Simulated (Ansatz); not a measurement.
Input and command of a plane-wave DFT calculation in Ansatz:

```yaml
crystal:
  lattice:
    - [-1.936266944, 1.936266944, 6.7323522972]
    - [1.936266944, -1.936266944, 6.7323522972]
    - [1.936266944, 1.936266944, -6.7323522972]
  atoms:
    - { symbol: Zr, position: [0.0, 0.0, 0.0] }
    - { symbol: Zr, position: [0.75, 0.25, 0.5] }
    - { symbol: Si, position: [0.4165, 0.4165, 0.0] }
    - { symbol: Si, position: [0.1665, 0.6665, 0.5] }
    - { symbol: Si, position: [0.3335, 0.8335, 0.5] }
    - { symbol: Si, position: [0.5835, 0.5835, 0.0] }
basis:
  ecutwfc: 420
kpoints:
  mp_grid: { grid: [6, 6, 6] }
hamiltonian:
  xc: pbe
scf:
  occupations: { method: gaussian, width: 0.1 }
  lower_state_search: "off"
output:
  forces: true
  stress: true
  eigenvalues: true
```

```bash
ansatz run input.yaml --threads 1 --pin off --max-ram 2560MiB --backend cpu --events-out ev --progress --plain --runs-dir out
```

Processor: Arm Neoverse V1, 1 thread, on a host shared with other jobs.

Problem. How long does it run, and how much memory does it take?

Solution. About 5 s on 1 thread of Arm Neoverse V1, with other jobs on the host, peak memory 0.36 GiB. It solves 26 bands at 30 k points (the mesh reduced by the symmetry that the task leaves, which can be less than the crystal's) with about 1987 plane waves, in 6 SCF iterations.
